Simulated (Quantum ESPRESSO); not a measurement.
# Ni (Immm) in Quantum ESPRESSO: notebook

Runs on Ni. Level: PBEsol. Tasks: single point.

Program: Quantum ESPRESSO 7.5. These are calculated values, not measurements. Logs are shortened: lines on timing, memory, paths and dates and some standing lists are left out, and cuts for length are marked.

## Step 1: Starting point

It takes space group Immm (No. 71, orthorhombic). Conventional cell: a = 2.408 Å, b = 2.506 Å, c = 3.475 Å, α = 90.00°, β = 90.00°, γ = 90.00°. Around Ni (site symmetry mmm) lie 12 Ni at 2.41 to 2.51 Å.

## Step 2: Single point, PBEsol, collinear spin, ferromagnetic start, 10.49 Å³/atom

File pw.in:

```
&CONTROL
  calculation = 'scf'
  prefix = 'pwscf'
  outdir = './tmp'
  pseudo_dir = './pseudo'
  tprnfor = .true.
  tstress = .true.
  disk_io = 'nowf'
/
&SYSTEM
  ibrav = 0
  A = 2.45754493
  nat = 1
  ntyp = 1
  ecutwfc = 45
  ecutrho = 360
  nbnd = 18
  occupations = 'smearing'
  smearing = 'fd'
  degauss = 0.00367493
  nspin = 2
  starting_magnetization(1) = 0.0556
/
&ELECTRONS
  conv_thr = 2d-10
  electron_maxstep = 120
  mixing_beta = 0.3
/
ATOMIC_SPECIES
Ni    58.6934 ni_pbesol_v1.4.uspp.F.UPF
CELL_PARAMETERS alat
  -0.0141407216    0.7070360797    0.7070360797
   0.7070360797   -0.0141407216    0.7070360797
   0.6928953581    0.6928953581    0.0000000000
ATOMIC_POSITIONS alat
Ni     0.0000000000    0.0000000000    0.0000000000
K_POINTS automatic
13 13 13 0 0 0
```

Potentials or basis: GBRV 1.5 PBEsol.

Started as:

```bash
> OMP_NUM_THREADS=1 mpirun -n 2 pw.x -nk 2 -in pw.in > pw.out
```

pw.out:

```text
This program is part of the open-source Quantum ESPRESSO suite
     for quantum simulation of materials; please cite
[... 6 lines left out ...]
     using ibrav=0 with symmetry is DISCOURAGED, use correct ibrav instead

     K-points division:     npool     =       2
     Subspace diagonalization in iterative solution of the eigenvalue problem:
     a serial algorithm will be used

     G-vector sticks info
     --------------------
     sticks:   dense  smooth     PW     G-vecs:    dense   smooth      PW
     Sum         539     267     93                 8125     2869     595

     Using Slab Decomposition

     bravais-lattice index     =            0
     lattice parameter (alat)  =       4.6441  a.u.
     unit-cell volume          =      70.7753 (a.u.)^3
     number of atoms/cell      =            1
     number of atomic types    =            1
     number of electrons       =        18.00
     number of Kohn-Sham states=           18
     kinetic-energy cutoff     =      45.0000  Ry
     charge density cutoff     =     360.0000  Ry
     scf convergence threshold =      2.0E-10
     mixing beta               =       0.3000
     number of iterations used =            8  plain     mixing
     Exchange-correlation= SLA  PW   PSX  PSC
                           (   1   4  10   8   0   0   0)

     celldm(1)=   4.644087  celldm(2)=   0.000000  celldm(3)=   0.000000
     celldm(4)=   0.000000  celldm(5)=   0.000000  celldm(6)=   0.000000

     crystal axes: (cart. coord. in units of alat)
               a(1) = (  -0.014141   0.707036   0.707036 )
               a(2) = (   0.707036  -0.014141   0.707036 )
               a(3) = (   0.692895   0.692895   0.000000 )

     reciprocal axes: (cart. coord. in units 2 pi/alat)
               b(1) = ( -0.693311  0.693311  0.707177 )
               b(2) = (  0.693311 -0.693311  0.707177 )
               b(3) = (  0.721610  0.721610 -0.707177 )

     PseudoPot. # 1 for Ni read from file:
     ni_pbesol_v1.4.uspp.F.UPF
     Pseudo is Ultrasoft + core correction, Zval = 18.0
     Generated by new atomic code, or converted to UPF format
     Using radial grid of  865 points,  6 beta functions with:
                l(1) =   0
                l(2) =   0
                l(3) =   1
                l(4) =   1
                l(5) =   2
                l(6) =   2
     Q(r) pseudized with 10 coefficients,  rinner =    0.980   0.980   0.980
                                                       0.980   0.980

     atomic species   valence    mass     pseudopotential
     Ni               18.00    58.69340     Ni( 1.00)

     Starting magnetic structure
     atomic species   magnetization
     Ni              0.056

      8 Sym. Ops., with inversion, found

   Cartesian axes

     site n.     atom                  positions (alat units)
         1        Ni     tau(   1) = (   0.0000000   0.0000000   0.0000000  )

     number of k points=   343  Fermi-Dirac smearing, width (Ry)=  0.0037

     Number of k-points >= 100: set verbosity='high' to print them.

     Dense  grid:     8125 G-vectors     FFT dimensions: (  30,  30,  27)

     Smooth grid:     2869 G-vectors     FFT dimensions: (  20,  20,  20)

     Check: negative core charge=   -0.000008
     Generating pointlists ...
     new r_m :   0.4042 (alat units)  1.8772 (a.u.) for type    1

     Initial potential from superposition of free atoms

     starting charge      16.0000, renormalised to      18.0000
     Starting wfcs are   13 randomized atomic wfcs +    5 random wfcs

     Self-consistent Calculation

     iteration #  1     ecut=    45.00 Ry     beta= 0.30
     Davidson diagonalization with overlap
     ethr =  1.00E-02,  avg # of iterations =  5.4

     total energy              =    -336.98259776 Ry
     estimated scf accuracy    <      30.72077068 Ry

     total magnetization       =     0.20 Bohr mag/cell
     absolute magnetization    =     0.22 Bohr mag/cell

     iteration #  2     ecut=    45.00 Ry     beta= 0.30
     Davidson diagonalization with overlap
     ethr =  1.00E-02,  avg # of iterations =  2.4

     total energy              =    -342.90218431 Ry
     estimated scf accuracy    <       0.89991615 Ry

     total magnetization       =     0.47 Bohr mag/cell
     absolute magnetization    =     0.53 Bohr mag/cell

     iteration #  3     ecut=    45.00 Ry     beta= 0.30
     Davidson diagonalization with overlap
     ethr =  5.00E-03,  avg # of iterations =  1.2

     total energy              =    -343.07735241 Ry
     estimated scf accuracy    <       0.04409148 Ry

     total magnetization       =     0.66 Bohr mag/cell
     absolute magnetization    =     0.73 Bohr mag/cell

     iteration #  4     ecut=    45.00 Ry     beta= 0.30
     Davidson diagonalization with overlap
     ethr =  2.45E-04,  avg # of iterations =  2.2

     total energy              =    -343.08555500 Ry
     estimated scf accuracy    <       0.01055069 Ry

     total magnetization       =     0.63 Bohr mag/cell
     absolute magnetization    =     0.70 Bohr mag/cell

     iteration #  5     ecut=    45.00 Ry     beta= 0.30
     Davidson diagonalization with overlap
     ethr =  5.86E-05,  avg # of iterations =  2.1

     total energy              =    -343.08799951 Ry
     estimated scf accuracy    <       0.00100557 Ry

     total magnetization       =     0.64 Bohr mag/cell
     absolute magnetization    =     0.72 Bohr mag/cell

     iteration #  6     ecut=    45.00 Ry     beta= 0.30
     Davidson diagonalization with overlap
     ethr =  5.59E-06,  avg # of iterations =  1.8

     total energy              =    -343.08795585 Ry
     estimated scf accuracy    <       0.00029263 Ry

     total magnetization       =     0.64 Bohr mag/cell
     absolute magnetization    =     0.72 Bohr mag/cell

     iteration #  7     ecut=    45.00 Ry     beta= 0.30
     Davidson diagonalization with overlap
     ethr =  1.63E-06,  avg # of iterations =  1.2

     total energy              =    -343.08798632 Ry
     estimated scf accuracy    <       0.00000765 Ry

     total magnetization       =     0.64 Bohr mag/cell
     absolute magnetization    =     0.72 Bohr mag/cell

     iteration #  8     ecut=    45.00 Ry     beta= 0.30
     Davidson diagonalization with overlap
     ethr =  4.25E-08,  avg # of iterations =  1.4

     total energy              =    -343.08798745 Ry
     estimated scf accuracy    <       0.00000030 Ry

     total magnetization       =     0.64 Bohr mag/cell
     absolute magnetization    =     0.72 Bohr mag/cell

     iteration #  9     ecut=    45.00 Ry     beta= 0.30
     Davidson diagonalization with overlap
     ethr =  1.68E-09,  avg # of iterations =  1.4

     total energy              =    -343.08798756 Ry
     estimated scf accuracy    <       0.00000005 Ry

     total magnetization       =     0.64 Bohr mag/cell
     absolute magnetization    =     0.72 Bohr mag/cell

     iteration # 10     ecut=    45.00 Ry     beta= 0.30
     Davidson diagonalization with overlap
     ethr =  3.00E-10,  avg # of iterations =  1.2

     total energy              =    -343.08798759 Ry
     estimated scf accuracy    <          8.2E-09 Ry

     total magnetization       =     0.64 Bohr mag/cell
     absolute magnetization    =     0.72 Bohr mag/cell

     iteration # 11     ecut=    45.00 Ry     beta= 0.30
     Davidson diagonalization with overlap
     ethr =  4.58E-11,  avg # of iterations =  1.0

     total energy              =    -343.08798760 Ry
     estimated scf accuracy    <          2.1E-09 Ry

     total magnetization       =     0.64 Bohr mag/cell
     absolute magnetization    =     0.72 Bohr mag/cell

     iteration # 12     ecut=    45.00 Ry     beta= 0.30
     Davidson diagonalization with overlap
     ethr =  1.19E-11,  avg # of iterations =  1.4

     Magnetic moment per site  (integrated on atomic sphere of radius R)
     atom   1 (R=0.404)  charge= 16.5521  magn=  0.6738

     End of self-consistent calculation

     Number of k-points >= 100: set verbosity='high' to print the bands.

     the Fermi energy is    18.5538 ev

!    total energy              =    -343.08798761 Ry
     estimated scf accuracy    <          6.4E-11 Ry
     smearing contrib. (-TS)   =      -0.00095728 Ry
     internal energy E=F+TS    =    -343.08703033 Ry

     The total energy is F=E-TS. E is the sum of the following terms:
     one-electron contribution =    -187.23002823 Ry
     hartree contribution      =     105.54725119 Ry
     xc contribution           =     -35.20804127 Ry
     ewald contribution        =    -226.19621202 Ry

     total magnetization       =     0.64 Bohr mag/cell
     absolute magnetization    =     0.72 Bohr mag/cell

     convergence has been achieved in  12 iterations

     Forces acting on atoms (cartesian axes, Ry/au):

     atom    1 type  1   force =     0.00000000    0.00000000    0.00000000

     Total force =     0.000000     Total SCF correction =     0.000000

     Computing stress (Cartesian axis) and pressure

          total   stress  (Ry/bohr**3)                   (kbar)     P=      -22.74
  -0.00013695   0.00039815   0.00000000          -20.15       58.57        0.00
   0.00039815  -0.00013695  -0.00000000           58.57      -20.15       -0.00
   0.00000000  -0.00000000  -0.00018980            0.00       -0.00      -27.92

=------------------------------------------------------------------------------=
   JOB DONE.
=------------------------------------------------------------------------------=
```

Wall time 22 s (2 MPI ranks of Arm Neoverse V2, shared host); peak memory 0.18 GiB.

What came out:

```
Free energy                                           : -4667.9499 eV
Pressure                                              : -2.3 GPa
Band gap on the k mesh                                : none (metal or under the smearing width)
Net moment                                            : 0.64 μB per cell
Absolute moment                                       : 0.72 μB per cell
Site moments                                          : Ni +0.67 μB
Valence electrons inside the program's atomic spheres : Ni 16.55
```

## Step 3: Single point, PBEsol, collinear spin, ferromagnetic start, 10.49 Å³/atom

Edit pw.in of step 2 so:

```diff
@@ -7,3 +7,3 @@
   tstress = .true.
-  disk_io = 'nowf'
+  disk_io = 'low'
 /
@@ -11,3 +11,3 @@
   ibrav = 0
-  A = 2.45754493
+  A = 2.45736064
   nat = 1
@@ -31,5 +31,5 @@
 CELL_PARAMETERS alat
-  -0.0141407216    0.7070360797    0.7070360797
-   0.7070360797   -0.0141407216    0.7070360797
-   0.6928953581    0.6928953581    0.0000000000
+  -0.0070708910    0.7070891039    0.7070891039
+   0.7070891039   -0.0070708910    0.7070891039
+   0.7000182129    0.7000182129    0.0000000000
 ATOMIC_POSITIONS alat
```

File pp_density.in:

```
&INPUTPP
  prefix = 'pwscf'
  outdir = './tmp'
  filplot = 'density.dat'
  plot_num = 0
/
&PLOT
  nfile = 1
  filepp(1) = 'density.dat'
  iflag = 3
  output_format = 6
  fileout = 'density.cube'
/
```

File pp_potential.in:

```
&INPUTPP
  prefix = 'pwscf'
  outdir = './tmp'
  filplot = 'potential.dat'
  plot_num = 11
/
&PLOT
  nfile = 1
  filepp(1) = 'potential.dat'
  iflag = 3
  output_format = 6
  fileout = 'potential.cube'
/
```

File pp_spin.in:

```
&INPUTPP
  prefix = 'pwscf'
  outdir = './tmp'
  filplot = 'spin.dat'
  plot_num = 6
/
&PLOT
  nfile = 1
  filepp(1) = 'spin.dat'
  iflag = 3
  output_format = 6
  fileout = 'spin.cube'
/
```

Potentials or basis: GBRV 1.5 PBEsol.

Started as:

```bash
> OMP_NUM_THREADS=1 mpirun -n 2 pw.x -nk 2 -in pw.in > pw.out
> OMP_NUM_THREADS=1 mpirun -n 1 pp.x -in pp_density.in > pp_density.out
> OMP_NUM_THREADS=1 mpirun -n 1 pp.x -in pp_potential.in > pp_potential.out
> OMP_NUM_THREADS=1 mpirun -n 1 pp.x -in pp_spin.in > pp_spin.out
```

Run time: 25 s. Hardware: 2 MPI ranks of Arm Neoverse V2, shared host; peak memory 0.18 GiB.

Results (log left out):

```yaml
Free_energy: -4667.9556 eV
Pressure: -2.5 GPa
Band_gap_on_the_k_mesh: none (metal or under the smearing width)
Net_moment: 0.64 μB per cell
Absolute_moment: 0.72 μB per cell
Site_moments: Ni +0.67 μB
Valence_electrons_inside_the_program's_atomic_spheres: Ni 16.61
```
